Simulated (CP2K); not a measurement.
# HgTe (Coloradoite) under changes of volume

One of the cells (33.215 Å³/atom); the others are scaled copies at fixed shape and fractional positions:

```
Hg Te
1.0
     4.54599    0.00000    0.00000
     2.27299    3.93694    0.00000
     2.27299    1.31231    3.71178
Hg Te
1 1
Cartesian
  0.0000 0.0000 0.0000
  6.8190 3.9369 2.7838
```

| Item | Value |
| --- | --- |
| Program | CP2K 2026.2 |
| Functional | PBEsol |
| Potentials or basis | POTENTIAL_UZH Hg GTH-PBE-q12, Te GTH-PBE-q6; TZVP-MOLOPT-PBE-GTH basis |
| Density cutoff | 6123 eV |
| k mesh | 7 × 7 × 7 |
| Occupations | fermi-dirac, width 0.01 eV |
| Spin | no spin polarisation |

```csv
volume (Å³/atom),energy over the lowest point (meV/atom),pressure (GPa)
31.223,?,?
31.887,61.55,6.0
32.551,39.62,4.6
33.215,23.06,3.4
33.880,11.28,2.3
34.544,3.73,1.3
35.208,0.00,0.5
```

**Question.** What does the run at 31.223 Å³/atom give?

**Answer.** Energy over the lowest point 89.48 meV/atom; pressure 7.5 GPa.

Worked out: A Birch-Murnaghan fit of order 3 (a polynomial in V^(-2/3)) to the other rows has its minimum at 35.62 Å³/atom, just outside them, with B0 = V·E''(V) = 41 GPa and B' = 5.2. It gives 89.52 meV/atom at 31.223 Å³/atom, against the run's 89.48, and -dE/dV = 7.5 GPa, against 7.5.

Energies are extrapolated to zero smearing.

Caveats: the potentials were made for another functional, which shifts forces and pressure; the basis of atomic orbitals isn't converged, which shifts pressures, moduli and gaps.
